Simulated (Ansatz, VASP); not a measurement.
Two plane-wave programs on CdSe

Contents of INCAR:

```
ALGO = Normal
EDIFF = 1E-7
ENCUT = 520
GGA = PE
ISIF = 2
ISMEAR = -1
LASPH = T
LCHARG = F
LREAL = F
LWAVE = F
NBANDS = 16
NELM = 60
PREC = Accurate
SIGMA = 0.05
```

File KPOINTS:

```
k-points
0
Gamma
  8 8 8
```

Contents of POSCAR:

```
CdSe
1.0
    0.0000000000      3.0075950161      3.0075950161
    3.0075950161      0.0000000000      3.0075950161
    3.0075950161      3.0075950161      0.0000000000
Cd Se
1 1
Direct
    0.0000000000      0.0000000000      0.0000000000
    0.2500000000      0.2500000000      0.2500000000
```

The input input.yaml:

```yaml
crystal:
  lattice:
    - [0.0, 3.0075950161, 3.0075950161]
    - [3.0075950161, 0.0, 3.0075950161]
    - [3.0075950161, 3.0075950161, 0.0]
  atoms:
    - { symbol: Cd, position: [0.0, 0.0, 0.0] }
    - { symbol: Se, position: [0.25, 0.25, 0.25] }
hamiltonian:
  xc: pbe
  pseudopotentials: { kind: paw }
kpoints:
  mp_grid: { grid: [8, 8, 8] }
scf:
  occupations: { method: fermi_dirac, width: 0.05 }
output:
  forces: true
  stress: true
  eigenvalues: true
```

Change from the starting cell: volume scaled by 0.94.

Alike in both runs: task single point; functional PBE; k mesh 8 × 8 × 8; occupations fermi-dirac, width 0.05 eV; no spin polarisation.

```csv
,VASP,Ansatz
version,VASP 6.6.1,Ansatz 0.2.0
potentials or method,"VASP PAW PBE potentials, release 64 (Cd, Se)",Ansatz PAW
plane-wave cutoff (eV),520,420
valence electrons in the cell,18,36
```

Ansatz gave:

- gap on the k mesh at the Fermi level (eV): 0.68
- least direct gap on the mesh (eV): 0.68
- pressure (GPa): 4.9

**Question.** Which values does VASP return?

**Answer.** gap on the k mesh at the Fermi level (eV): 0.68; least direct gap on the mesh (eV): 0.68; pressure (GPa): 5.3.

With one functional, cell and mesh, what is left measures potentials, basis and numerics. The two sets of potentials don't hold the same shells in valence.
